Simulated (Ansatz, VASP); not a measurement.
## Two plane-wave programs on S

```xyz
4
Lattice="5.6781 0.0000 0.0000 0.0000 5.6781 0.0000 0.0000 0.0000 2.9496" Properties=species:S:1:pos:R:3 pbc="T T T"
S     5.0159    5.0159    1.4748
S     0.6621    0.6621    1.4748
S     2.1769    3.5011    0.0000
S     3.5011    2.1769    0.0000
```

This isn't the form of S at room conditions, which is orthorhombic, of S8 rings.

Alike in both runs: task single point; functional PBE; k mesh 4 × 4 × 6; occupations gaussian, width 0.1 eV; no spin polarisation.

|  | VASP | Ansatz |
| --- | --- | --- |
| version | VASP 6.6.1 | Ansatz 0.2.0 |
| potentials or method | VASP PAW PBE potentials, release 64 (S) | scalar-relativistic, plane waves, PAW |
| plane-wave cutoff (eV) | 520 | 420 |
| valence electrons in the cell | 24 | 24 |

Ansatz gave:

```
gap on the k mesh at the Fermi level (eV)       : none
pressure (GPa)                                  : 2.4
largest component of the traceless stress (GPa) : 1.98
rms of the force components (eV/Å)              : 0.486
```

Q: Which values does VASP return?

A: gap on the k mesh at the Fermi level (eV): none; pressure (GPa): 1.8; largest component of the traceless stress (GPa): 1.43; rms of the force components (eV/Å): 0.326.

Atom by atom the forces differ by 0.159 eV/Å (rms over components). A gap of «none» marks a metal or a gap that the smearing closes. The functional is the same, so the differences come from potentials, cutoffs and numerics.
